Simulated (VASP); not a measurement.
# InP: zone-centre modes, functional by functional, part 2 of 3

Aim: the vibrations of InP at the zone centre, at several levels of theory. The starting structure is a measured crystal structure from the Crystallography Open Database.

VASP 6.6.1.

Results so far: LDA T2 302.8 cm⁻¹.

### Step 3. Modes with LDA at the measured cell

Level of this step: LDA; plane waves and PAW (In_d, P) (VASP).

A relaxation of the atoms in the fixed cell, not shown, had nothing to move.

File INCAR:

```
SYSTEM = InP
PREC = Accurate
ENCUT = 450
EDIFF = 1E-08
NELM = 100
ISMEAR = 0
SIGMA = 0.03
LREAL = .FALSE.
ALGO = Normal
GGA = CA
NBANDS = 15
LORBIT = 11
LWAVE = .FALSE.
LCHARG = .FALSE.
KPAR = 4
IBRION = 8
LEPSILON = .TRUE.
ISIF = 2
```

File POSCAR:

```
InP
1.0
    0.0000000000      2.9343500000      2.9343500000
    2.9343500000      0.0000000000      2.9343500000
    2.9343500000      2.9343500000      0.0000000000
In P
1 1
Direct
    0.0000000000      0.0000000000      0.0000000000
    0.7500000000      0.7500000000      0.7500000000
```

File KPOINTS:

```
Automatic mesh
0
Gamma
10 10 10
0 0 0
```

The projector-augmented-wave data sets are In_d and P (LDA family, release 64).

Started as:

```sh
> mpirun -np 4 vasp_std
```

What it wrote:

```text
[... set-up lines as in an earlier step ...]
 entering main loop
       N       E                     dE             d eps       ncg     rms          rms(c)
DAV:   1     0.106707327606E+03    0.10671E+03   -0.77280E+03  1417   0.119E+03
DAV:   2    -0.257535608934E+01   -0.10928E+03   -0.10473E+03  1459   0.289E+02
DAV:   3    -0.990500451370E+01   -0.73296E+01   -0.72895E+01  1837   0.781E+01
DAV:   4    -0.100925928013E+02   -0.18759E+00   -0.18752E+00  1699   0.138E+01
[...]
DAV:  13    -0.966991270755E+01    0.29946E-07   -0.33291E-07  1753   0.337E-03    0.102E-02
DAV:  14    -0.966991268263E+01    0.24920E-07   -0.41361E-08  1809   0.304E-03    0.285E-03
DAV:  15    -0.966991267356E+01    0.90699E-08   -0.30097E-08  1655   0.158E-03
   1 F= -.96699127E+01 E0= -.96699127E+01  d E =-.383387E-12
 Linear response reoptimize wavefunctions to high precision
DAV:   1    -0.966991267363E+01   -0.70031E-10   -0.13099E-09  1544   0.236E-04
DAV:   2    -0.966991267359E+01    0.32287E-10   -0.61982E-11  1006   0.723E-05
 Linear response G [H, r] |phi>, progress :
  Direction:   1
[...]
RMM:  17    -0.236980085070E+00    0.61386E-08    0.16018E-07  6092   0.615E-05    0.156E-05
 first order change of Fermi-energy   0.21754E-04
 force on displaced ion       1 direction 1 :  -7.835   0.000   0.000
 Born effective charge ion    1 direction 1 :   2.525   0.000   0.000
 Linear response progress:
  Degree of freedom:   2/  2
       N       E                     dE             d eps       ncg     rms          rms(c)
RMM:   1    -0.501936153164E-01   -0.50194E-01    0.34480E-02 10820   0.180E+00
RMM:   2    -0.482175288811E-01    0.19761E-02   -0.40404E-04  8373   0.639E-01    0.150E-01
RMM:   3    -0.487637426369E-01   -0.54621E-03   -0.15518E-03  9501   0.272E-01    0.573E-02
RMM:   4    -0.489993178954E-01   -0.23558E-03   -0.20634E-04  9651   0.103E-01    0.178E-02
[...]
RMM:  12    -0.490215554616E-01   -0.16022E-07    0.33629E-08 10586   0.483E-05    0.363E-05
RMM:  13    -0.490215225768E-01    0.32885E-07   -0.55497E-08  9517   0.299E-05    0.504E-05
RMM:  14    -0.490215322347E-01   -0.96579E-08   -0.54880E-08 10070   0.259E-05    0.527E-06
 first order change of Fermi-energy   0.97369E-04
 force on displaced ion       2 direction 1 :  -7.794  -0.000  -0.000
 Born effective charge ion    2 direction 1 :  -2.604   0.000   0.000
 Born effective charges drift removed
 Linear response finished
```

Wall time 2.2 min (4 MPI ranks of AMD EPYC 9R45, shared host); peak memory 1.5 GiB.

From OUTCAR (step 3):

```text
  Total       -0.4395266     -0.4395266     -0.4395266      0.0000000      0.0000000      0.0000000
  in kB      -13.9357399    -13.9357399    -13.9357399      0.0000000      0.0000000      0.0000000
  external PRESSURE =     -13.9357399 kB  Pullay stress =       0.0000000 kB

 POSITION                                       TOTAL-FORCE (eV/Angst)
 -----------------------------------------------------------------------------------
      0.00000      0.00000      0.00000         0.000000      0.000000      0.000000
      4.40152      4.40152      4.40152        -0.000000     -0.000000     -0.000000
 -----------------------------------------------------------------------------------
    total drift:                               -0.000000     -0.000000     -0.000000

 MACROSCOPIC STATIC DIELECTRIC TENSOR (including local field effects in DFT)
 ------------------------------------------------------
          17.212417     0.000000    -0.000000
           0.000000    17.212417     0.000000
           0.000000     0.000000    17.212417
 ------------------------------------------------------

 MACROSCOPIC STATIC DIELECTRIC TENSOR IONIC CONTRIBUTION
 ------------------------------------------------------
           3.021150    -0.000000     0.000000
           0.000000     3.021150     0.000000
           0.000000     0.000000     3.021150
 ------------------------------------------------------

[... 1 part as in an earlier step ...]

[... 1 further part left out ...]
```

With LDA at the measured cell the mode is T2 294.9 cm⁻¹, -7.9 cm⁻¹ from LDA.

### Step 4. Modes with PBEsol

PBEsol restores the gradient expansion of exchange and is tuned for the cells of solids. The cell comes from a relaxation at this level, not shown (50.81 Å³).

INCAR: that of step 3 with these lines changed.

```diff
@@ -9,3 +9,3 @@
 ALGO = Normal
-GGA = CA
+GGA = PS
 NBANDS = 15
```

File POSCAR:

```
InP
1.0
    0.0000000000      2.9396362114      2.9396362114
    2.9396362114      0.0000000000      2.9396362114
    2.9396362114      2.9396362114      0.0000000000
In P
1 1
Direct
    0.0000000000      0.0000000000      0.0000000000
    0.7500000000      0.7500000000      0.7500000000
```

KPOINTS is that of step 3.

Potentials, in the order of the species: In_d and P (PBE family, release 64).

Started as:

```sh
> mpirun -np 4 vasp_std
```

What it wrote:

```text
[banner, memory and clock lines left out]
running    4 mpi-ranks, on    1 nodes
[...]
|                                                                             |
|               ----> ADVICE to this user running VASP <----                  |
|                                                                             |
|     You enforced a specific xc type in the INCAR file but a different       |
|     [... a line on the potential file left out ...]
|     I HOPE YOU KNOW WHAT YOU ARE DOING!                                     |
|                                                                             |

 LDA part: xc-table for (Slater+PW92), standard interpolation
 POSCAR, INCAR and KPOINTS ok, starting setup
[...]
entering main loop
       N       E                     dE             d eps       ncg     rms          rms(c)
DAV:   1     0.105068194390E+03    0.10507E+03   -0.77467E+03  1410   0.120E+03
DAV:   2    -0.253814487664E+01   -0.10761E+03   -0.10372E+03  1543   0.286E+02
[...]
RMM:  23    -0.234788760745E+00    0.18859E-08   -0.39183E-07  4511   0.303E-05    0.884E-08
 first order change of Fermi-energy   0.23954E-04
 force on displaced ion       1 direction 1 :  -7.856   0.000   0.000
 Born effective charge ion    1 direction 1 :   2.547   0.000   0.000
 Linear response progress:
  Degree of freedom:   2/  2
       N       E                     dE             d eps       ncg     rms          rms(c)
RMM:   1    -0.498429167442E-01   -0.49843E-01    0.36823E-02 10661   0.179E+00
RMM:   2    -0.479475492411E-01    0.18954E-02   -0.43718E-04  8354   0.627E-01    0.144E-01
RMM:   3    -0.485009201467E-01   -0.55337E-03   -0.14508E-03  9515   0.265E-01    0.568E-02
RMM:   4    -0.487635938204E-01   -0.26267E-03   -0.19997E-04  9645   0.993E-02    0.171E-02
[...]
RMM:  11    -0.487926674112E-01   -0.12690E-06    0.12977E-06 10596   0.103E-04    0.489E-05
RMM:  12    -0.487926697187E-01   -0.23075E-08    0.14107E-06 10634   0.467E-05    0.585E-05
RMM:  13    -0.487926429000E-01    0.26819E-07    0.14092E-06 10260   0.287E-05    0.554E-05
 first order change of Fermi-energy   0.78410E-04
 force on displaced ion       2 direction 1 :  -7.831   0.000   0.000
 Born effective charge ion    2 direction 1 :  -2.614   0.000   0.000
 Born effective charges drift removed
 Linear response finished
```

Wall time 2.6 min (4 MPI ranks); peak memory 1.5 GiB.

OUTCAR, selected parts (step 4):

```text
  Total       -0.0000606     -0.0000606     -0.0000606      0.0000000     -0.0000000     -0.0000000
  in kB       -0.0019118     -0.0019118     -0.0019118      0.0000000     -0.0000000     -0.0000000
  external PRESSURE =      -0.0019118 kB  Pullay stress =       0.0000000 kB

 POSITION                                       TOTAL-FORCE (eV/Angst)
 -----------------------------------------------------------------------------------
      0.00000      0.00000      0.00000        -0.000000     -0.000000     -0.000000
      4.40945      4.40945      4.40945         0.000000      0.000000      0.000000
 -----------------------------------------------------------------------------------
    total drift:                               -0.000000     -0.000000     -0.000000

 MACROSCOPIC STATIC DIELECTRIC TENSOR (including local field effects in DFT)
 ------------------------------------------------------
          14.946786     0.000000     0.000000
           0.000000    14.946786     0.000000
          -0.000000     0.000000    14.946786
 ------------------------------------------------------

 MACROSCOPIC STATIC DIELECTRIC TENSOR IONIC CONTRIBUTION
 ------------------------------------------------------
           3.031034     0.000000     0.000000
           0.000000     3.031034    -0.000000
           0.000000    -0.000000     3.031034
 ------------------------------------------------------

[... 1 part as in an earlier step ...]

[... 1 further part left out ...]
```

With PBEsol the mode is T2 295.6 cm⁻¹, -7.2 cm⁻¹ from LDA.

### Step 5. Modes with PBE

PBE, the usual starting point, adds the gradient of the density. The cell comes from a relaxation at this level, not shown (52.90 Å³).

INCAR: that of step 4 with these lines changed.

```diff
@@ -9,3 +9,3 @@
 ALGO = Normal
-GGA = PS
+GGA = PE
 NBANDS = 15
```

File POSCAR:

```
InP
1.0
    0.0000000000      2.9795609739      2.9795609739
    2.9795609739      0.0000000000      2.9795609739
    2.9795609739      2.9795609739      0.0000000000
In P
1 1
Direct
    0.0000000000      0.0000000000      0.0000000000
    0.7500000000      0.7500000000      0.7500000000
```

KPOINTS is that of step 4.

Started as:

```sh
> mpirun -np 4 vasp_std
```

What it wrote:

```text
[banner, memory and clock lines left out]
running    4 mpi-ranks, on    1 nodes
[...]
LDA part: xc-table for (Slater+PW92), standard interpolation
 POSCAR, INCAR and KPOINTS ok, starting setup
[...]
entering main loop
       N       E                     dE             d eps       ncg     rms          rms(c)
DAV:   1     0.108812252092E+03    0.10881E+03   -0.78834E+03  1424   0.119E+03
DAV:   2    -0.142534051015E+01   -0.11024E+03   -0.10599E+03  1522   0.294E+02
DAV:   3    -0.860919957173E+01   -0.71839E+01   -0.71484E+01  1788   0.775E+01
DAV:   4    -0.879933922781E+01   -0.19014E+00   -0.19008E+00  1755   0.141E+01
[...]
DAV:  14    -0.840779493493E+01   -0.36719E-06   -0.50099E-07  1634   0.624E-03    0.179E-03
DAV:  15    -0.840779489110E+01    0.43834E-07   -0.20059E-08  1865   0.103E-03    0.156E-03
DAV:  16    -0.840779489286E+01   -0.17581E-08   -0.34152E-09  1153   0.358E-04
   1 F= -.84077949E+01 E0= -.84077949E+01  d E =-.182913E-23
 Linear response reoptimize wavefunctions to high precision
[...]
RMM:  17    -0.234582456992E+00    0.46291E-08   -0.63708E-08  5407   0.883E-06    0.705E-06
 first order change of Fermi-energy   0.22437E-04
 force on displaced ion       1 direction 1 :  -7.179  -0.000  -0.000
 Born effective charge ion    1 direction 1 :   2.645   0.000   0.000
 Linear response progress:
  Degree of freedom:   2/  2
       N       E                     dE             d eps       ncg     rms          rms(c)
RMM:   1    -0.501103102698E-01   -0.50110E-01    0.38538E-02 10643   0.172E+00
RMM:   2    -0.482489791394E-01    0.18613E-02   -0.49774E-04  8363   0.597E-01    0.141E-01
RMM:   3    -0.488238526486E-01   -0.57487E-03   -0.13647E-03  9534   0.253E-01    0.561E-02
RMM:   4    -0.491370174847E-01   -0.31316E-03   -0.19237E-04  9645   0.980E-02    0.178E-02
[...]
RMM:  10    -0.491834518301E-01    0.77752E-07   -0.11507E-07  9615   0.236E-04    0.629E-05
RMM:  11    -0.491835994252E-01   -0.14760E-06   -0.23829E-08 10559   0.997E-05    0.539E-05
RMM:  12    -0.491836018925E-01   -0.24673E-08    0.70884E-08 10651   0.401E-05    0.522E-05
 first order change of Fermi-energy   0.10805E-03
 force on displaced ion       2 direction 1 :  -7.198   0.000   0.000
 Born effective charge ion    2 direction 1 :  -2.723   0.000   0.000
 Born effective charges drift removed
 Linear response finished
```

The job ended after 2.4 min (4 MPI ranks; peak memory 1.6 GiB; 9.5 min of CPU time).

Parts of OUTCAR (step 5):

```text
  Total        0.0015562      0.0015562      0.0015562     -0.0000000      0.0000000     -0.0000000
  in kB        0.0471296      0.0471296      0.0471296     -0.0000000      0.0000000     -0.0000000
  external PRESSURE =       0.0471296 kB  Pullay stress =       0.0000000 kB

 POSITION                                       TOTAL-FORCE (eV/Angst)
 -----------------------------------------------------------------------------------
      0.00000      0.00000      0.00000         0.000000      0.000000      0.000000
      4.46934      4.46934      4.46934        -0.000000     -0.000000     -0.000000
 -----------------------------------------------------------------------------------
    total drift:                                0.000000      0.000000      0.000000

 MACROSCOPIC STATIC DIELECTRIC TENSOR (including local field effects in DFT)
 ------------------------------------------------------
          18.709423     0.000000     0.000000
           0.000000    18.709423    -0.000000
           0.000000    -0.000000    18.709423
 ------------------------------------------------------

 MACROSCOPIC STATIC DIELECTRIC TENSOR IONIC CONTRIBUTION
 ------------------------------------------------------
           3.436689    -0.000000    -0.000000
          -0.000000     3.436689    -0.000000
          -0.000000    -0.000000     3.436689
 ------------------------------------------------------

[... 1 part as in an earlier step ...]

[... 1 further part left out ...]
```

With PBE the mode is T2 283.2 cm⁻¹, -19.6 cm⁻¹ from LDA.

### Step 6. Modes with PBEsol + D3(BJ)

D3 with Becke-Johnson damping keeps a finite attraction at short range. The cell comes from a relaxation at this level, not shown (49.41 Å³).

INCAR: that of step 5 with these lines changed.

```diff
@@ -9,3 +9,4 @@
 ALGO = Normal
-GGA = PE
+GGA = PS
+IVDW = 12
 NBANDS = 15
@@ -15,4 +16,6 @@
 KPAR = 4
-IBRION = 8
-LEPSILON = .TRUE.
+IBRION = 6
+NFREE = 2
+POTIM = 0.015
+NSW = 1
 ISIF = 2
```

File POSCAR:

```
InP
1.0
    0.0000000000      2.9124716241      2.9124716241
    2.9124716241      0.0000000000      2.9124716241
    2.9124716241      2.9124716241      0.0000000000
In P
1 1
Direct
    0.0000000000      0.0000000000      0.0000000000
    0.7500000000      0.7500000000      0.7500000000
```

KPOINTS is that of step 5.

Started as:

```sh
> mpirun -np 4 vasp_std
```

What it wrote:

```text
[banner, memory and clock lines left out]
running    4 mpi-ranks, on    1 nodes
[...]
[... a notice as in an earlier step ...]

 LDA part: xc-table for (Slater+PW92), standard interpolation
 POSCAR, INCAR and KPOINTS ok, starting setup
[...]
entering main loop
       N       E                     dE             d eps       ncg     rms          rms(c)
DAV:   1     0.105501196172E+03    0.10550E+03   -0.78372E+03  1424   0.120E+03
DAV:   2    -0.276832570053E+01   -0.10827E+03   -0.10440E+03  1557   0.294E+02
DAV:   3    -0.938630136496E+01   -0.66180E+01   -0.65890E+01  1837   0.745E+01
DAV:   4    -0.955490346751E+01   -0.16860E+00   -0.16856E+00  1781   0.129E+01
[...]
DAV:  14    -0.914761318831E+01   -0.67060E-07   -0.13743E-07  1704   0.400E-03    0.200E-03
DAV:  15    -0.914761317727E+01    0.11038E-07   -0.97332E-09  1385   0.106E-03    0.116E-03
DAV:  16    -0.914761318079E+01   -0.35177E-08   -0.14041E-09   936   0.416E-04
   1 F= -.97556900E+01 E0= -.97556900E+01  d E =-.618819E-20
[... from here on, the cycles between the ionic steps are left out ...]
   2 F= -.97547460E+01 E0= -.97547460E+01  d E =-.900028E-18
   3 F= -.97547459E+01 E0= -.97547459E+01  d E =-.911767E-18
   4 F= -.97547433E+01 E0= -.97547433E+01  d E =-.912279E-18
   5 F= -.97547434E+01 E0= -.97547434E+01  d E =-.912558E-18
 Finite differences progress:
  Degree of freedom:   2/  2
  Displacement:        2/  2
  Total:               4/  4
```

Wall time 29 s (4 MPI ranks); peak memory 1.1 GiB.

OUTCAR, selected parts (step 6):

```text
 Edisp (eV)   -0.60808

 Edisp (eV)   -0.60808

  Total       0.00152     0.00431     0.00431     0.00000    -0.13446     0.00000
  in kB       0.04933     0.13973     0.13973     0.00000    -4.35996     0.00000
  external pressure =        0.11 kB  Pullay stress =        0.00 kB

 POSITION                                       TOTAL-FORCE (eV/Angst)
 -----------------------------------------------------------------------------------
      0.00000      0.00000      0.00000        -0.126184     -0.000000     -0.000000
      4.35371      4.36871      4.36871         0.126184      0.000000      0.000000
 -----------------------------------------------------------------------------------
    total drift:                               -0.000034     -0.000000      0.000000

  FREE ENERGIE OF THE ION-ELECTRON SYSTEM (eV)
  ---------------------------------------------------
  free  energy   TOTEN  =        -9.7547433828 eV

  energy  without entropy=       -9.7547433828  energy(sigma->0) =       -9.75474338

[... 1 part as in an earlier step ...]

[... 2 further parts left out ...]
[key lines of the parts left out:]
E-fermi :   5.4902
```

The last energy, forces and stress in OUTCAR belong to the last displaced cell, not to that of POSCAR.

With PBEsol + D3(BJ) the mode is T2 306.2 cm⁻¹, +3.4 cm⁻¹ from LDA.

### Step 7. Modes with r2SCAN

r2SCAN adds the kinetic-energy density, costs more than a GGA and is run with LASPH. The cell comes from a relaxation at this level, not shown (51.48 Å³).

INCAR: that of step 6 with these lines changed.

```diff
@@ -9,4 +9,4 @@
 ALGO = Normal
-GGA = PS
-IVDW = 12
+METAGGA = R2SCAN
+LASPH = .TRUE.
 NBANDS = 15
```

File POSCAR:

```
InP
1.0
    0.0000000000      2.9526683347      2.9526683347
    2.9526683347      0.0000000000      2.9526683347
    2.9526683347      2.9526683347      0.0000000000
In P
1 1
Direct
    0.0000000000      0.0000000000      0.0000000000
    0.7500000000      0.7500000000      0.7500000000
```

KPOINTS is that of step 6.

Started as:

```sh
> mpirun -np 4 vasp_std
```

What it wrote:

```text
[banner, memory and clock lines left out]
running    4 mpi-ranks, on    1 nodes
[...]
[... a notice as in an earlier step ...]

 LDA part: xc-table for (None), standard interpolation
 POSCAR, INCAR and KPOINTS ok, starting setup
[...]
entering main loop
       N       E                     dE             d eps       ncg     rms          rms(c)
DAV:   1     0.822931701833E+02    0.82293E+02   -0.78760E+03  1417   0.120E+03
DAV:   2    -0.284463119032E+02   -0.11074E+03   -0.10648E+03  1557   0.299E+02
DAV:   3    -0.356950090458E+02   -0.72487E+01   -0.72127E+01  1823   0.789E+01
DAV:   4    -0.358936250971E+02   -0.19862E+00   -0.19856E+00  1874   0.141E+01
[...]
DAV:  16    -0.322980595411E+02    0.34291E-07   -0.30575E-08  1625   0.236E-03    0.719E-03
DAV:  17    -0.322980595820E+02   -0.40893E-07   -0.12763E-08  1230   0.122E-03    0.116E-03
DAV:  18    -0.322980595768E+02    0.52382E-08   -0.25481E-09   880   0.581E-04
   1 F= -.32298060E+02 E0= -.32298060E+02  d E =-.374801E-25
[... from here on, the cycles between the ionic steps are left out ...]
   2 F= -.32297185E+02 E0= -.32297185E+02  d E =-.971574E-23
   3 F= -.32297186E+02 E0= -.32297186E+02  d E =-.975229E-23
   4 F= -.32297179E+02 E0= -.32297179E+02  d E =-.972437E-23
   5 F= -.32297178E+02 E0= -.32297178E+02  d E =-.971111E-23
 Finite differences progress:
  Degree of freedom:   2/  2
  Displacement:        2/  2
  Total:               4/  4
```

Run time: 3.1 min. Hardware: 4 MPI ranks; peak memory 1.2 GiB.

Parts of OUTCAR (step 7):

```text
  Total       -0.0046370     -0.0022387     -0.0022387      0.0000000     -0.1136801      0.0000000
  in kB       -0.1443037     -0.0696693     -0.0696693      0.0000000     -3.5376994      0.0000000
  external PRESSURE =      -0.0945474 kB  Pullay stress =       0.0000000 kB

 POSITION                                       TOTAL-FORCE (eV/Angst)
 -----------------------------------------------------------------------------------
      0.00000      0.00000      0.00000        -0.117328     -0.000000     -0.000000
      4.41400      4.42900      4.42900         0.117328      0.000000      0.000000
 -----------------------------------------------------------------------------------
    total drift:                                0.000205     -0.000000     -0.000000

  FREE ENERGIE OF THE ION-ELECTRON SYSTEM (eV)
  ---------------------------------------------------
  free  energy   TOTEN  =       -32.2971782874 eV

  energy  without entropy=      -32.2971782874  energy(sigma->0) =      -32.29717829

[... 1 part as in an earlier step ...]

[... 2 further parts left out ...]
[key lines of the parts left out:]
E-fermi :   4.9876
```

With r2SCAN the mode is T2 295.2 cm⁻¹, -7.6 cm⁻¹ from LDA.

[end of part 2 of 3]

[Lines on the potential files, build, host, timing and source positions are cut from VASP's logs without a mark.]

[Logs are printed without paths, hosts, clocks, repeated set-up lines and the standing remarks that a program may print on its own settings, such as how far it seeks lower states.]

[Hosts, paths, dates, database ids (printed as entryN), source tags and the programs' standing remarks are cut or masked in the printed files.]
